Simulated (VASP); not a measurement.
# SiC62 (a cell with a defect) in VASP: notebook

The runs below take SiC62 (a cell with a defect) through hyperfine couplings, with PBE, HSE06.

Everything below comes from runs of VASP 6.6.1. Logs are shortened: lines on timing, memory, paths and dates and some standing lists are left out, and cuts for length are marked.

## 1. Starting point

The cell holds a defect, 63 atoms: a = 7.144 Å, b = 7.144 Å, c = 7.144 Å, α = 90.00°, β = 90.00°, γ = 90.00°.

The cell was built by a generator and needn't be a form met in nature.

## 2. Hyperfine couplings, PBE, collinear spin, ferromagnetic start

Contents of INCAR:

```
PREC     = Accurate       # precision mode
ENCUT    = 420            # plane-wave cutoff, eV
EDIFF    = 1E-7           # SCF threshold, eV
ISMEAR   = 0              # smearing method
SIGMA    = 0.01           # smearing width, eV
LREAL    = False          # projectors in reciprocal space
LASPH    = True           # aspherical terms in the spheres
NELM     = 100            # most SCF steps
ALGO     = Fast           # electronic algorithm
ISIF     = 2              # what is computed and relaxed
LWAVE    = False          # write WAVECAR
LCHARG   = False          # write CHGCAR
ISPIN    = 2              # spin polarisation
MAGMOM   = 0.32 0 0.32 0 0.32 0 0 0 0 0 0 0 0 0 0 0 0 0 0 0 0 0 0 0 0 0.32 0 0 0 0 0 0 0 0 0 0 0 0 0 0 0 0 0 0.32 0 0 0 0 0 0 0 0 0 0.32 0 0 0 0 0 0 0 0 0 # initial moments
LORBIT   = 11             # projections on sites
NUPDOWN  = 2              # fixed moment
GGA      = PE             # functional
LHYPERFINE= True         
ISYM     = 0            
NCORE    = 4            
LDMATRIX = True         
NGYROMAG = 10.7084 -8.4655
LEFG     = True
```

Contents of KPOINTS:

```
Automatic mesh
0
Gamma
  1 1 1
```

Contents of POSCAR:

```
SiC62                                   
1.0
    7.1440000000      0.0000000000      0.0000000000
    0.0000000000      7.1440000000      0.0000000000
    0.0000000000      0.0000000000      7.1440000000
  C               Si            
    62     1
Direct
     0.9852592312587433    0.2518504862662164    0.2518505279775877
     0.1216487900842813    0.3704828931032970    0.3704829111417228
     0.2518504633051395    0.9852591695732896    0.2518504622916578
     0.3704828531108540    0.1216487797696488    0.3704828486774447
     0.2518505221768513    0.2518505040936846    0.9852592681653177
     0.3704828525837797    0.3704829105279421    0.1216488163568272
     0.0002146019896845    0.0002146047733766    0.5010862142945202
     0.1247853608470719    0.1247853750026047    0.6239137439205250
     0.9994029664136306    0.2549325105639756    0.7469619572400472
     0.1255970187877126    0.3780380537306616    0.8700674567875228
     0.2549325389286523    0.9994029971087258    0.7469619579171134
     0.3780380061402102    0.1255970962929884    0.8700674480540586
     0.2478674885544221    0.2478675392664416    0.4968004237028680
     0.3740414908584817    0.3740415506057095    0.6221082040790469
     0.0002146083191519    0.5010862087786125    0.0002146483115164
     0.1247853950471285    0.6239137602524663    0.1247853847763777
     0.9994029182907975    0.7469618876613231    0.2549325237459203
     0.1255970784884642    0.8700674660521496    0.3780380449139781
     0.2478675652052637    0.4968004460728300    0.2478675593187022
     0.3740415622493407    0.6221082342010544    0.3740415620221390
     0.2549325101341178    0.7469619223221622    0.9994029618564794
     0.3780380718911917    0.8700674217635443    0.1255970138867125
     0.9992647225895193    0.5001698757715189    0.5001698697766084
     0.1257352986865817    0.6248301683688120    0.6248301938180343
     0.0033512529469906    0.7545171593688288    0.7545171411556670
     0.1397408026944845    0.8731495374126651    0.8731495341253612
     0.2513444143842853    0.5016697831811577    0.7474343986045554
     0.3775656227411104    0.6233301925454958    0.8736555889632713
     0.2513444383334322    0.7474343834228342    0.5016698102618291
     0.3775655954870278    0.8736556380855404    0.6233302093907159
     0.5010862273553994    0.0002145782767938    0.0002145735537283
     0.6239137151350894    0.1247853452794494    0.1247853632048483
     0.4968004204190480    0.2478674901079011    0.2478675185192699
     0.6221081848415442    0.3740414973200036    0.3740415180333859
     0.7469619479171010    0.9994029887540258    0.2549325232935088
     0.8700674500649741    0.1255970321198644    0.3780380565361651
     0.7469619565544515    0.2549325080040924    0.9994029678902275
     0.8700674660235643    0.3780379627428518    0.1255970497856935
     0.5001698141132714    0.9992647393408886    0.5001698419339827
     0.6248301472086731    0.1257353165339630    0.6248301088969913
     0.5016697765889575    0.2513444913962202    0.7474343415770707
     0.6233302406170449    0.3775656327449283    0.8736555434303558
     0.7545171004955885    0.0033512728569324    0.7545170781735810
     0.8731494819554783    0.1397406816058399    0.8731494380503617
     0.7474343719367141    0.2513444508436747    0.5016698112015674
     0.8736555943604321    0.3775656457242825    0.6233302516251044
     0.5001698675444939    0.5001698205163470    0.9992647330396717
     0.6248301852124973    0.6248301783451484    0.1257352872498494
     0.5016698166957594    0.7474343682459867    0.2513444105470821
     0.6233302378125875    0.8736556033506154    0.3775656032008118
     0.7474343696904154    0.5016697714831689    0.2513444306132849
     0.8736555769877061    0.6233302040653138    0.3775656199035765
     0.7545171530151850    0.7545171457621062    0.0033512395622306
     0.8731495221156166    0.8731495074816465    0.1397407721215770
     0.4994235455400440    0.4994235499655579    0.4994235579478507
     0.6255764765988647    0.6255764493122098    0.6255764494764512
     0.5028918365947749    0.7509584848832922    0.7509584574252063
     0.6281995719214875    0.8771324402240990    0.8771324143167858
     0.7509585072883196    0.5028918270620726    0.7509585375693283
     0.8771324990375980    0.6281995867946960    0.8771324570320099
     0.7509584776080115    0.7509584497348731    0.5028918071762921
     0.8771324318049916    0.8771324525641099    0.6281995577095826
     0.0624999864159120    0.0624999706174867    0.0624999938684380
```

Potentials or basis: VASP PAW PBE potentials, release 64 (C, Si).

Run with:

```
$ cat potpaw_PBE.64/C/POTCAR potpaw_PBE.64/Si/POTCAR > POTCAR
$ mpirun -np 8 vasp_std > vasp.out
```

OUTCAR:

```text
PREC = Accurate
   ENCUT = 420
   EDIFF = 1E-7
   ISMEAR = 0
   LREAL = False
   LASPH = True
   NELM = 100
   ISIF = 2
   ISPIN = 2
   LORBIT = 11
   NUPDOWN = 2
   GGA = PE
   ISYM = 0

 ion  position               nearest neighbor table
   1  0.985  0.252  0.252-  38 1.52  36 1.52   2 1.54  63 1.99
   2  0.122  0.370  0.370-   1 1.54  13 1.55  19 1.55  23 1.58
   3  0.252  0.985  0.252-  18 1.52  22 1.52   4 1.54  63 1.99
   4  0.370  0.122  0.370-   3 1.54  33 1.55  13 1.55  39 1.58
   5  0.252  0.252  0.985-  12 1.52  10 1.52   6 1.54  63 1.99
   6  0.370  0.370  0.122-   5 1.54  19 1.55  33 1.55  47 1.58
[... 54 lines left out ...]
  61  0.751  0.751  0.503-  56 1.54  52 1.55  50 1.55  62 1.56
  62  0.877  0.877  0.628-   7 1.54  43 1.55  25 1.55  61 1.56
  63  0.062  0.062  0.062-  26 1.99  54 1.99   3 1.99  44 1.99   1 1.99   5 1.99

IMPORTANT INFORMATION: All symmetrisations will be switched off!
NOSYMM: (Re-)initialisation of all symmetry stuff for point group C_1.

----------------------------------------------------------------------------------------

                                     Primitive cell

  volume of cell :     364.6064

  direct lattice vectors                    reciprocal lattice vectors
     7.144000000  0.000000000  0.000000000     0.139977604  0.000000000  0.000000000
     0.000000000  7.144000000  0.000000000     0.000000000  0.139977604  0.000000000
     0.000000000  0.000000000  7.144000000     0.000000000  0.000000000  0.139977604

  length of vectors
     7.144000000  7.144000000  7.144000000     0.139977604  0.139977604  0.139977604

  position of ions in fractional coordinates (direct lattice)
     0.985259231  0.251850486  0.251850528
     0.121648790  0.370482893  0.370482911
     0.251850463  0.985259170  0.251850462
     0.370482853  0.121648780  0.370482849
     0.251850522  0.251850504  0.985259268
     0.370482853  0.370482911  0.121648816
[... 55 lines left out ...]
     0.877132432  0.877132453  0.628199558
     0.062499986  0.062499971  0.062499994

  ion indices of the primitive-cell ions
   primitive index   ion index
                 1           1
                 2           2
                 3           3
                 4           4
                 5           5
                 6           6
[... 55 lines left out ...]
                62          62
                63          63

----------------------------------------------------------------------------------------
[... 643 lines left out ...]
   3      -0.039       0.159       1.000
   4       0.014       0.087       1.000
   5      -0.039       0.159       1.000
   6       0.014       0.087       1.000
[... 55 lines left out ...]
  62      -0.005       0.696       1.000
  63       0.034       0.000       1.000
----------------------------------------------------------------------

 Fermi contact (isotropic) hyperfine coupling parameter (MHz)
 -------------------------------------------------------------
  ion      A_pw      A_1PS     A_1AE     A_1c      A_tot
 -------------------------------------------------------------
   1       6.888     6.933    36.892   -12.051    36.847
   2       0.284     0.283    -2.441    -0.716    -2.441
   3       6.888     6.933    36.891   -12.051    36.847
   4       0.284     0.283    -2.441    -0.716    -2.441
   5       6.888     6.933    36.892   -12.052    36.847
   6       0.284     0.283    -2.442    -0.716    -2.441
[... 55 lines left out ...]
  62       0.403     0.405     0.774    -0.787     0.772
  63      -0.250    -0.249    39.801    -0.148    39.799
 -------------------------------------------------------------

 Dipolar hyperfine coupling parameters (MHz)
 ---------------------------------------------------------------------
  ion      A_xx      A_yy      A_zz      A_xy      A_xz      A_yz
 ---------------------------------------------------------------------
   1       0.495    -0.247    -0.247   -10.523   -10.523     9.522
   2      -0.231     0.116     0.116    -0.835    -0.835     0.698
   3      -0.247     0.495    -0.247   -10.523     9.522   -10.523
   4       0.116    -0.231     0.116    -0.835     0.698    -0.835
   5      -0.247    -0.247     0.495     9.522   -10.523   -10.523
   6       0.116     0.116    -0.231     0.698    -0.835    -0.835
[... 55 lines left out ...]
  62       0.172     0.172    -0.343    -0.794     0.032     0.032
  63      -0.000     0.000     0.000    -0.937    -0.937    -0.937
 ---------------------------------------------------------------------

 Total hyperfine coupling parameters after diagonalization (MHz)
 (convention: |A_zz| > |A_xx| > |A_yy|)
 ----------------------------------------------------------------------
  ion      A_xx      A_yy      A_zz     asymmetry (A_yy - A_xx)/ A_zz
 ----------------------------------------------------------------------
   1      27.078    26.216    57.248      -0.015
   2      -3.023    -0.858    -3.441      -0.629
   3      27.078    26.216    57.248      -0.015
   4      -3.023    -0.858    -3.441      -0.629
   5      27.078    26.216    57.248      -0.015
   6      -3.023    -0.859    -3.441      -0.629
[... 55 lines left out ...]
  62       0.436     0.143     1.738      -0.168
  63      40.735    37.925    40.736      -0.069
 ---------------------------------------------------------------------

 Spin-spin contribution to zero-field splitting tensor (MHz)
 ---------------------------------------------------------------
      D_xx      D_yy      D_zz      D_xy      D_xz      D_yz
 ---------------------------------------------------------------
      0.001     0.004    -0.005   298.399   298.402   298.399
 ---------------------------------------------------------------

 after diagonalization
 ---------------------------------------------
     D_diag          eigenvector (x,y,z)
 ---------------------------------------------
   -298.396       0.552    -0.797     0.245
   -298.405      -0.602    -0.177     0.779
    596.801       0.577     0.577     0.577
---------------------------------------------

 total charge

# of ion       s       p       d       tot
------------------------------------------
    1        0.834   1.756   0.000   2.590
    2        0.824   1.732   0.000   2.555
    3        0.834   1.756   0.000   2.590
    4        0.824   1.732   0.000   2.555
    5        0.834   1.756   0.000   2.590
    6        0.824   1.732   0.000   2.555
[... 55 lines left out ...]
   62        0.825   1.752   0.000   2.577
   63        0.687   1.004   0.000   1.691
--------------------------------------------------
tot         52.028 109.864   0.000 161.892

 magnetization (x)

# of ion       s       p       d       tot
------------------------------------------
    1        0.011   0.112   0.000   0.123
    2       -0.001   0.005   0.000   0.005
    3        0.011   0.112   0.000   0.123
    4       -0.001   0.005   0.000   0.005
    5        0.011   0.112   0.000   0.123
    6       -0.001   0.005   0.000   0.005
[... 55 lines left out ...]
   62        0.000   0.007   0.000   0.007
   63       -0.008  -0.020   0.000  -0.028
--------------------------------------------------
tot          0.075   1.314   0.000   1.389
```

It took 62 s on 8 MPI ranks of Intel Xeon Platinum 8559C (Emerald Rapids), shared host; peak memory 0.16 GiB.

Results:

| Item | Value |
| --- | --- |
| Free energy | -559.1028 eV |
| Largest force | 0.006 eV/Å |
| Net moment | 2.00 μB per cell |
| Site moments | C +0.12, +0.01, +0.02; Si -0.03 μB |
| Valence electrons inside the program's atomic spheres | C 2.59, 2.56, 2.58, 2.60; Si 1.69 |

Forces in eV/Å, atoms in the order of the input:
```
C   -0.001 -0.001 -0.001
C    0.005  0.000  0.000
C   -0.001 -0.001 -0.001
C    0.000  0.005  0.000
C   -0.001 -0.001 -0.001
C    0.000  0.000  0.005
C   -0.004 -0.004  0.003
C    0.004  0.004 -0.003
C   -0.002 -0.002 -0.003
C    0.002  0.003  0.002
C   -0.002 -0.002 -0.003
C    0.003  0.002  0.002
C   -0.003 -0.003  0.000
C    0.002  0.002  0.002
C   -0.004  0.003 -0.004
C    0.004 -0.003  0.004
C   -0.002 -0.003 -0.002
C    0.002  0.002  0.003
C   -0.003  0.000 -0.003
C    0.002  0.002  0.002
C   -0.002 -0.003 -0.002
C    0.003  0.002  0.002
C   -0.002  0.003  0.003
C    0.002 -0.003 -0.003
C   -0.005  0.000  0.000
C    0.001  0.001  0.001
C   -0.002 -0.001 -0.002
C    0.002  0.001  0.002
C   -0.002 -0.002 -0.001
C    0.002  0.002  0.001
C    0.003 -0.004 -0.004
C   -0.003  0.004  0.004
C    0.000 -0.003 -0.003
C    0.002  0.002  0.002
C   -0.003 -0.002 -0.002
C    0.002  0.002  0.003
C   -0.003 -0.002 -0.002
C    0.002  0.003  0.002
C    0.003 -0.002  0.003
C   -0.003  0.002 -0.003
C   -0.001 -0.002 -0.002
C    0.001  0.002  0.002
C    0.000 -0.005  0.000
C    0.001  0.001  0.001
C   -0.002 -0.002 -0.001
C    0.002  0.002  0.001
C    0.003  0.003 -0.002
C   -0.003 -0.003  0.002
C   -0.001 -0.002 -0.002
C    0.001  0.002  0.002
C   -0.002 -0.001 -0.002
C    0.002  0.001  0.002
C    0.000  0.000 -0.005
C    0.001  0.001  0.001
C    0.003  0.003  0.003
C   -0.003 -0.003 -0.003
C   -0.002 -0.002 -0.002
C    0.000  0.003  0.003
C   -0.002 -0.002 -0.002
C    0.003  0.000  0.003
C   -0.002 -0.002 -0.002
C    0.003  0.003  0.000
Si   0.000  0.000  0.000
```

Electric field gradients, principal values (V/Å²):
| atom | Vxx | Vyy | Vzz |
| --- | --- | --- | --- |
| 1 C | 6.749 | 9.298 | -16.047 |
| 2 C | -2.642 | -3.149 | 5.791 |
| 3 C | 6.749 | 9.298 | -16.047 |
| 4 C | -2.642 | -3.149 | 5.791 |
| 5 C | 6.749 | 9.298 | -16.047 |
| 6 C | -2.642 | -3.149 | 5.791 |
| 7 C | -0.601 | -2.532 | 3.133 |
| 8 C | -0.601 | -2.532 | 3.133 |
| 9 C | -0.836 | -3.571 | 4.407 |
| 10 C | -0.835 | -3.571 | 4.407 |
| 11 C | -0.836 | -3.571 | 4.407 |
| 12 C | -0.836 | -3.571 | 4.407 |
| 13 C | 0.303 | 1.690 | -1.993 |
| 14 C | 0.140 | 0.584 | -0.724 |
| 15 C | -0.601 | -2.532 | 3.133 |
| 16 C | -0.601 | -2.532 | 3.133 |
| 17 C | -0.836 | -3.571 | 4.407 |
| 18 C | -0.835 | -3.571 | 4.407 |
| 19 C | 0.303 | 1.690 | -1.993 |
| 20 C | 0.140 | 0.584 | -0.724 |
| 21 C | -0.836 | -3.571 | 4.407 |
| 22 C | -0.835 | -3.571 | 4.407 |
| 23 C | -2.048 | -2.368 | 4.416 |
| 24 C | -2.048 | -2.368 | 4.416 |
| 25 C | -2.642 | -3.149 | 5.791 |
| 26 C | 6.749 | 9.298 | -16.047 |
| 27 C | -0.023 | -1.621 | 1.644 |
| 28 C | -0.023 | -1.621 | 1.644 |
| 29 C | -0.023 | -1.621 | 1.644 |
| 30 C | -0.023 | -1.621 | 1.644 |
| 31 C | -0.601 | -2.532 | 3.133 |
| 32 C | -0.601 | -2.532 | 3.133 |
| 33 C | 0.303 | 1.690 | -1.993 |
| 34 C | 0.140 | 0.584 | -0.724 |
| 35 C | -0.836 | -3.571 | 4.407 |
| 36 C | -0.836 | -3.571 | 4.407 |
| 37 C | -0.836 | -3.571 | 4.407 |
| 38 C | -0.835 | -3.571 | 4.407 |
| 39 C | -2.048 | -2.368 | 4.416 |
| 40 C | -2.048 | -2.368 | 4.416 |
| 41 C | -0.023 | -1.621 | 1.644 |
| 42 C | -0.023 | -1.621 | 1.644 |
| 43 C | -2.642 | -3.149 | 5.791 |
| 44 C | 6.749 | 9.298 | -16.047 |
| 45 C | -0.023 | -1.621 | 1.644 |
| 46 C | -0.023 | -1.621 | 1.644 |
| 47 C | -2.048 | -2.368 | 4.416 |
| 48 C | -2.048 | -2.368 | 4.416 |
| 49 C | -0.023 | -1.621 | 1.644 |
| 50 C | -0.023 | -1.621 | 1.644 |
| 51 C | -0.023 | -1.621 | 1.644 |
| 52 C | -0.023 | -1.621 | 1.644 |
| 53 C | -2.642 | -3.149 | 5.791 |
| 54 C | 6.749 | 9.298 | -16.047 |
| 55 C | -0.851 | -0.851 | 1.701 |
| 56 C | -0.851 | -0.851 | 1.701 |
| 57 C | 0.140 | 0.584 | -0.724 |
| 58 C | 0.303 | 1.690 | -1.993 |
| 59 C | 0.140 | 0.584 | -0.724 |
| 60 C | 0.303 | 1.690 | -1.993 |
| 61 C | 0.140 | 0.584 | -0.724 |
| 62 C | 0.303 | 1.690 | -1.993 |
| 63 Si | -7.110 | -7.110 | 14.219 |

Hyperfine coupling, principal values (MHz):
| atom | values |
| --- | --- |
| 1 C | 27.1, 26.2, 57.2 |
| 2 C | -3.0, -0.9, -3.4 |
| 3 C | 27.1, 26.2, 57.2 |
| 4 C | -3.0, -0.9, -3.4 |
| 5 C | 27.1, 26.2, 57.2 |
| 6 C | -3.0, -0.9, -3.4 |
| 7 C | 0.4, -0.1, -0.8 |
| 8 C | 0.4, -0.1, -0.8 |
| 9 C | -1.3, -0.5, 3.0 |
| 10 C | -1.3, -0.5, 3.0 |
| 11 C | -1.3, -0.5, 3.0 |
| 12 C | -1.3, -0.5, 3.0 |
| 13 C | 0.4, 0.1, 1.7 |
| 14 C | 0.3, 0.3, -0.9 |
| 15 C | 0.4, -0.1, -0.8 |
| 16 C | 0.4, -0.1, -0.8 |
| 17 C | -1.3, -0.5, 3.0 |
| 18 C | -1.3, -0.5, 3.0 |
| 19 C | 0.4, 0.1, 1.7 |
| 20 C | 0.3, 0.3, -0.9 |
| 21 C | -1.3, -0.5, 3.0 |
| 22 C | -1.3, -0.5, 3.0 |
| 23 C | 5.3, 2.2, 6.2 |
| 24 C | 5.3, 2.2, 6.2 |
| 25 C | -3.0, -0.9, -3.4 |
| 26 C | 27.1, 26.2, 57.2 |
| 27 C | 3.0, 1.6, 6.4 |
| 28 C | 3.0, 1.6, 6.4 |
| 29 C | 3.0, 1.6, 6.4 |
| 30 C | 3.0, 1.6, 6.4 |
| 31 C | 0.4, -0.1, -0.8 |
| 32 C | 0.4, -0.1, -0.8 |
| 33 C | 0.4, 0.1, 1.7 |
| 34 C | 0.3, 0.3, -0.9 |
| 35 C | -1.3, -0.5, 3.0 |
| 36 C | -1.3, -0.5, 3.0 |
| 37 C | -1.3, -0.5, 3.0 |
| 38 C | -1.3, -0.5, 3.0 |
| 39 C | 5.3, 2.2, 6.2 |
| 40 C | 5.3, 2.2, 6.2 |
| 41 C | 3.0, 1.6, 6.4 |
| 42 C | 3.0, 1.6, 6.4 |
| 43 C | -3.0, -0.9, -3.4 |
| 44 C | 27.1, 26.2, 57.2 |
| 45 C | 3.0, 1.6, 6.4 |
| 46 C | 3.0, 1.6, 6.4 |
| 47 C | 5.3, 2.2, 6.2 |
| 48 C | 5.3, 2.2, 6.2 |
| 49 C | 3.0, 1.6, 6.4 |
| 50 C | 3.0, 1.6, 6.4 |
| 51 C | 3.0, 1.6, 6.4 |
| 52 C | 3.0, 1.6, 6.4 |
| 53 C | -3.0, -0.9, -3.4 |
| 54 C | 27.1, 26.2, 57.2 |
| 55 C | 1.0, -0.4, 1.0 |
| 56 C | 1.0, -0.4, 1.0 |
| 57 C | 0.3, 0.3, -0.9 |
| 58 C | 0.4, 0.1, 1.7 |
| 59 C | 0.3, 0.3, -0.9 |
| 60 C | 0.4, 0.1, 1.7 |
| 61 C | 0.3, 0.3, -0.9 |
| 62 C | 0.4, 0.1, 1.7 |
| 63 Si | 40.7, 37.9, 40.7 |

Caveat: the total moment is fixed, so each spin has its own Fermi level.

(Part 1 of 2 ends here.)
